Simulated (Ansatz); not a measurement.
TePt (P6_3/mmc)

All numbers below come from DFT r2SCAN, scalar-relativistic, plane waves, PAW in Ansatz 0.2.0.

Cutoff 500 eV; k points 12×12×8 on the computed 4-atom cell (Γ-centred); Gaussian smearing, width 0.10 eV; no spin polarisation.

The structure is relaxed at this level of theory with its symmetry kept. Whether it is the stable form of this composition wasn't checked.

It takes space group P6_3/mmc (No. 194, hexagonal). Conventional cell: a = 4.238 Å, b = 4.238 Å, c = 5.629 Å, α = 90.00°, β = 90.00°, γ = 120.00°. Te (site symmetry -6m2) is surrounded by 6 Pt at 2.82 Å. Around Pt (site symmetry -3m) lie 2 Pt at 2.81 Å and 6 Te at 2.82 Å.

| Quantity | Value |
| --- | --- |
| Volume per atom | 147.7 bohr³ |
| Formation energy from the elements' standard states (uncorrected) | -0.186 eV/atom |
| Generalised Kohn–Sham band gap | none (metal) |
| Density of states at the Fermi level | 2.32 states/eV per cell |
| Löwdin character within 0.5 eV of the Fermi level | Te 5p 48 %, Pt 5d 39 %, unprojected 4 % |
| Bulk modulus | 129 GPa |
| Its pressure derivative | 5.1 |
| Bader charges (e) | Te (2 in the cell) 0.39, Pt (2 in the cell) -0.39 |

Spin-orbit coupling is left out, which matters for the bands of heavy elements.